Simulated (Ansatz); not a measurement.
Results of LDA (Ansatz, a program for electronic structure, plane waves, PAW) for spinel MgAl₂O₄.

Numerical settings: plane-wave cutoff 520 eV, 8×8×8 k mesh, Fermi–Dirac smearing 0.01 eV, scalar-relativistic PAW data made under PBE.

Computed at the level's own relaxed cell.

Question: Estimate the pressure derivative B′ of the bulk modulus, band gap, lattice parameter a and bulk modulus B0 that the calculation returns.

Answer: 
pressure derivative B′ of the bulk modulus: 4.1
band gap: 5.52 eV
lattice parameter a: 8.023 Å
bulk modulus B0: 203 GPa

Measured, for comparison: band gap 7.8 eV (temperature not stated, no zero-point or thermal correction; as tabulated in Neo et al. (2023), doi:10.1002/gch2.202200236); lattice constant a 8.074 Å (0 K, fit to 77–300 K taken to 0 K; as tabulated in Grimes and Al-Ajaj (1992), doi:10.1088/0953-8984/4/30/004); bulk modulus 195 GPa (300 K, copied from a table, unchecked, no zero-point or thermal correction; as tabulated in BurnMan's mineral tables). Computed (rounded) less measured: band gap -2.28 eV, lattice constant a -0.6 %, bulk modulus not scored (unchecked). A static lattice is as a rule a little smaller and stiffer than an uncorrected measurement, which can account for part of this.

Note: the bulk modulus comes from volumes at which shape and atoms were relaxed.

Static lattice: no zero-point or thermal effects.

It cost very roughly 5 core-minutes of CPU time.
